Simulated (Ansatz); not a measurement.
## Co: how the axes shrink under pressure

Co, P6_3/mmc, a = 2.492 Å, c = 8.093 Å. Ansatz: PBE, PAW, 420 eV, Γ-centred 18×18×6 mesh on 4 atoms, Gaussian smearing 0.10 eV; collinear spin, largest moment 1.7 μB. Cell and atoms are relaxed at each pressure, and no other structure is tried, so the rows at high pressure may lie past a change of phase. y = 100 ln(c/c0) with c0 = 8.0933 Å, so nearly a change in per cent. The pressures are the targets, met within 0.02 GPa.

| P (GPa) | y | 100 ln(a/a0) |
| --- | --- | --- |
| -3.0 | 0.48 | 0.48 |
| 0.0 | 0.00 | 0.00 |
| 3.0 | -0.46 | -0.45 |
| 8.0 | -1.17 | -1.13 |
| 15.0 | ? | ? |
| 30.0 | -3.74 | -3.52 |
| 60.0 | -6.21 | -5.98 |

Fit y = c1 P + c2 P² to the other rows, give the linear compressibility along c, and predict the missing y.

Least squares on the rows shown. y = −0.1477 P + 0.0007391 P². The linear compressibility along c is −c1/100 = 1.48 per TPa, against 1.39 along a from the same fit to the last column (its missing entry is -1.98): the crystal is about as stiff along both at low pressure. The runs next to zero pressure give 1.57 and 1.55, so a parabola over the whole range misstates the start. With a term in P³ added, the coefficient of P becomes -0.1559, 6 % more, which shows how far this figure hangs on the form. At P = 15.0 the fit asked for gives -2.05. The run gave -2.08, so the fit is 0.03 too high, within twice the rms miss on the fitted rows (0.03).

The mesh isn't the same in all rows (18×18×6, 24×24×6).